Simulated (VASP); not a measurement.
Input of a VASP 6.6.1 run:

The input INCAR:

```
SYSTEM = CsSnI3
ALGO = Normal ; EDIFF = 1E-6
EDIFFG = -0.005 ; ENCUT = 600
GGA = PE ; IBRION = 2
ISIF = 3 ; ISMEAR = 0
IVDW = 12 ; KPAR = 2
LASPH = .TRUE. ; LCHARG = .FALSE.
LREAL = .FALSE. ; LWAVE = .FALSE.
NELM = 60 ; NSW = 60
PREC = Accurate ; SIGMA = 0.02
```

KPOINTS

```
k-points
0
G
  4 4 4
  0 0 0
```

POSCAR

```
CsSnI3
1.0
    6.2057000000      0.0000000000      0.0000000000
    0.0000000000      6.2057000000      0.0000000000
    0.0000000000      0.0000000000      6.2057000000
Cs I Sn
1 3 1
Direct
    0.0000000000      0.0000000000      0.0000000000
    0.5000000000      0.5000000000      0.0000000000
    0.5000000000      0.0000000000      0.5000000000
    0.0000000000      0.5000000000      0.5000000000
    0.5000000000      0.5000000000      0.5000000000
```

Potentials or basis: VASP PAW PBE potentials, release 64 (Cs_sv, I, Sn_d).

The run is started by

```console
$ cat potpaw_PBE.64/Cs_sv/POTCAR potpaw_PBE.64/I/POTCAR potpaw_PBE.64/Sn_d/POTCAR > POTCAR
$ mpirun -np 2 vasp_std > vasp.out
```

Q: Estimate the dispersion energy per atom.

A: -0.251 eV.

Q: What does it give for the relaxed cell?

A: a = 6.203 Å, b = 6.203 Å, c = 6.203 Å, α = 90.00°, β = 90.00°, γ = 90.00°.

Q: Estimate the relaxed volume.

A: 47.73 Å³/atom.

Final structure:
```cif
data_structure
_symmetry_space_group_name_H-M 'P 1'
_symmetry_Int_Tables_number 1
_cell_length_a 6.2026
_cell_length_b 6.2026
_cell_length_c 6.2026
_cell_angle_alpha 90.000
_cell_angle_beta 90.000
_cell_angle_gamma 90.000
_cell_volume 238.63
loop_
_atom_site_label
_atom_site_type_symbol
_atom_site_fract_x
_atom_site_fract_y
_atom_site_fract_z
_atom_site_occupancy
Cs1 Cs 0.00000 0.00000 0.00000 1
I1 I 0.50000 0.50000 0.00000 1
I2 I 0.50000 0.00000 0.50000 1
I3 I 0.00000 0.50000 0.50000 1
Sn1 Sn 0.50000 0.50000 0.50000 1
```
